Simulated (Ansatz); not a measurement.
# Cs (Fm-3m): compression over a wide range

Aim: energy and pressure of Cs (Fm-3m) over a wide range of volumes, and a fit. The run doesn't test whether this is the element's stable form.

Method: DFT r²SCAN, scalar-relativistic, plane waves, PAW, in Ansatz 0.2.0.

### 1 The system as given

Symmetry: Fm-3m, No. 225, cubic system. The conventional cell has a = 7.941 Å, b = 7.941 Å, c = 7.941 Å, α = 90.00°, β = 90.00°, γ = 90.00°.

Structure file:

```
Cs
1.0
     0.00000    3.97029    3.97029
     3.97029    0.00000    3.97029
     3.97029    3.97029    0.00000
Cs
1
Direct
  0.00000 0.00000 0.00000
```

An earlier run at r²SCAN left this cell at 125.169 Å³/atom and 0.00 GPa (10×10×10 mesh).

### 2 Volume × 0.96

Contents of input.yaml:

```yaml
crystal:
  lattice:
    - [0.0, 3.916629584, 3.916629584]
    - [3.916629584, 0.0, 3.916629584]
    - [3.916629584, 3.916629584, 0.0]
  atoms:
    - { symbol: Cs, position: [0.0, 0.0, 0.0] }
basis:
  ecutwfc: 500
  ecutrho_ratio: 4
kpoints:
  mp_grid: { grid: [10, 10, 10] }
hamiltonian:
  xc: r2scan
scf:
  occupations: { method: gaussian, width: 0.05 }
output:
  forces: true
  stress: true
  eigenvalues: true
```

Launch:

```
ansatz run input.yaml --threads 1 --pin off --max-ram 2560MiB --backend cpu --events-out ev --progress --plain --runs-dir out
```

After this run come: Volume × 1.04; Volume × 0.92; Volume × 0.88; Volume × 0.84; Volume × 0.8.

What does the calculation give? Wanted: range of pressure; V0; B0; B0′.

**Answer**, as computed:

| quantity | value |
| --- | --- |
| range of pressure | -0.1 to 0.6 GPa |
| V0 (fit) | 124.86 Å³/atom |
| B0 (fit) | 2 GPa |
| B0′ (fit) | 3.33 |

What this shows: A third-order Birch-Murnaghan fit follows the points with an rms miss of 0.00 meV/atom. Symmetry fixes shape and sites, so only the volume changes. Other structures may be lower in enthalpy at these pressures.
